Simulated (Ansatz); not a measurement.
# WS2: how the settings move a single-point run

Aim: see which settings change the result for WS2, by how much, and at what cost. The cell is built on a prototype (CdI2 type) and needn't be the phase found in nature.

Method: reference: DFT, HSE06, plane waves, PAW, in Ansatz 0.2.0.

2 further runs of the same task are left out: 2 that didn't finish. Runs told in other sessions of the task aren't counted.

## 1. Starting point

Symmetry: P-3m1, No. 164, trigonal system. The conventional cell has a = 3.229 Å, b = 3.229 Å, c = 5.994 Å, α = 90.00°, β = 90.00°, γ = 120.00°. W (site symmetry -3m) is surrounded by 6 S at 2.42 Å. S (site symmetry 3m) has 3 W at 2.42 Å in its first shell of neighbours.

As a file:

```
W S
1.0
     3.22876    0.00000    0.00000
    -1.61438    2.79619    0.00000
     0.00000    0.00000    5.99365
W S
1 2
Direct
  0.00000 0.00000 0.00000
  0.33333 0.66667 0.25668
  0.66667 0.33333 0.74332
```

## 2. Baseline

input.yaml reads:

```yaml
crystal:
  lattice:
    - [3.2287644061, 0.0, 0.0]
    - [-1.6143822031, 2.7961919985, 0.0]
    - [0.0, 0.0, 5.9936451124]
  atoms:
    - { symbol: W, position: [0.0, 0.0, 0.0] }
    - { symbol: S, position: [0.3333333333, 0.6666666667, 0.2566832689] }
    - { symbol: S, position: [0.6666666667, 0.3333333333, 0.7433167311] }
kpoints:
  mp_grid: { grid: [6, 6, 2] }
hamiltonian:
  xc: hse06
scf:
  occupations: { method: fermi_dirac, width: 0.02 }
  n_extra_bands: 4
output:
  forces: true
  stress: true
  eigenvalues: true
  write_density: true
  write_potential: true
  elf: true
  volumetric_format: npy
```

The run is started by

```
> ansatz run input.yaml --threads 4 --pin off --max-ram 3686MiB --backend cpu --events-out ev --progress --plain --runs-dir out
```

## 3. Changed: exchange pbe, correlation pbe, coeff 0.4, omega 0.2078

Changes to input.yaml since step 2:

```diff
@@ -12,3 +12,6 @@
 hamiltonian:
-  xc: hse06
+  xc:
+    exchange: pbe
+    correlation: pbe
+    exx: { coeff: 0.4, omega: 0.2078 }
 scf:
@@ -20,5 +23 @@
   eigenvalues: true
-  write_density: true
-  write_potential: true
-  elf: true
-  volumetric_format: npy
```

## 4. Changed: q_mesh [2, 2, 2]

Changes to input.yaml since step 2:

```diff
@@ -16,2 +16,3 @@
   n_extra_bands: 4
+  exx: { q_mesh: [2, 2, 2] }
 output:
@@ -20,5 +21 @@
   eigenvalues: true
-  write_density: true
-  write_potential: true
-  elf: true
-  volumetric_format: npy
```

## 5. Variant: exchange pbe, correlation pbe, coeff 0.5, omega 0.2078

Changes to input.yaml since step 2:

```diff
@@ -12,3 +12,6 @@
 hamiltonian:
-  xc: hse06
+  xc:
+    exchange: pbe
+    correlation: pbe
+    exx: { coeff: 0.5, omega: 0.2078 }
 scf:
@@ -20,5 +23 @@
   eigenvalues: true
-  write_density: true
-  write_potential: true
-  elf: true
-  volumetric_format: npy
```

## 6. Changed: ecutfock_ratio 2

Changes to input.yaml since step 2:

```diff
@@ -16,2 +16,3 @@
   n_extra_bands: 4
+  exx: { ecutfock_ratio: 2 }
 output:
@@ -20,5 +21 @@
   eigenvalues: true
-  write_density: true
-  write_potential: true
-  elf: true
-  volumetric_format: npy
```

## 7. Variant: mp_grid.grid [3, 3, 3]

Changes to input.yaml since step 2:

```diff
@@ -10,3 +10,3 @@
 kpoints:
-  mp_grid: { grid: [6, 6, 2] }
+  mp_grid: { grid: [3, 3, 3] }
 hamiltonian:
@@ -20,5 +20 @@
   eigenvalues: true
-  write_density: true
-  write_potential: true
-  elf: true
-  volumetric_format: npy
```

Before running it: what results should come out? Wanted: for each run, ending; energy change; pressure; gap; force.

As calculated:

```tsv
run	ending	energy change	pressure (GPa)	gap (eV)	force (eV/Å)	cycles	time
reference	converged	0	-1.2	0.00	0.20	23	14 s
1: exchange pbe, correlation pbe, coeff 0.4, omega 0.2078	converged	not comparable	-3.7	0.00	0.45	20	15 s
2: q_mesh [2, 2, 2]	converged	-	-1.2	0.00	0.20	23	14 s
3: exchange pbe, correlation pbe, coeff 0.5, omega 0.2078	converged	not comparable	-5.3	0.00	0.62	26	16 s
4: ecutfock_ratio 2	converged	-	-1.2	0.00	0.20	23	13 s
5: mp_grid.grid [3, 3, 3]	converged	-72.1 meV/atom	-0.6	0.99	0.69	20	7.4 s
```

Times don't compare one to one where runs were asked for different outputs or read a saved state (see the inputs); cycles may leave out searches for a lower state.

Residual by cycle in the longest SCF loop of each run; runs are numbered as in the table. The quantity is the density residual dr2, in eV.

```tsv
cycle	reference	run 1	run 2	run 3	run 4	run 5
1	0.0413	0.0759	0.0413	0.105	0.0413	0.128
2	0.139	0.261	0.139	0.361	0.139	0.393
3	0.00151	0.00508	0.00151	0.00673	0.00151	0.014
4	3.6e-5	5.5e-5	3.6e-5	7.0e-5	3.6e-5	1.7e-4
5	5.6e-6	3.5e-6	5.6e-6	3.8e-6	5.6e-6	2.6e-5
6	4.6e-7	1.5e-7	4.6e-7	2.3e-7	4.6e-7	7.8e-7
7	9.6e-8	1.6e-8	9.6e-8	1.7e-8	9.6e-8	1.6e-7
8	2.3e-8	2.8e-10	2.3e-8	2.3e-10	2.3e-8	3.6e-9
9	1.5e-10	-	1.5e-10	-	1.5e-10	-
```

What this shows: «mp_grid.grid [3, 3, 3]» moves the energy by -72.1 meV/atom. Of the variants the dearest is «exchange pbe, correlation pbe, coeff 0.5, omega 0.2078» (16 s), the cheapest «mp_grid.grid [3, 3, 3]» (7.4 s), on a shared host. The reference leaves spin out although W can carry a moment, so its state need not be the lowest.

Spin-orbit coupling is left out, though the cell holds W; it can move the gap.
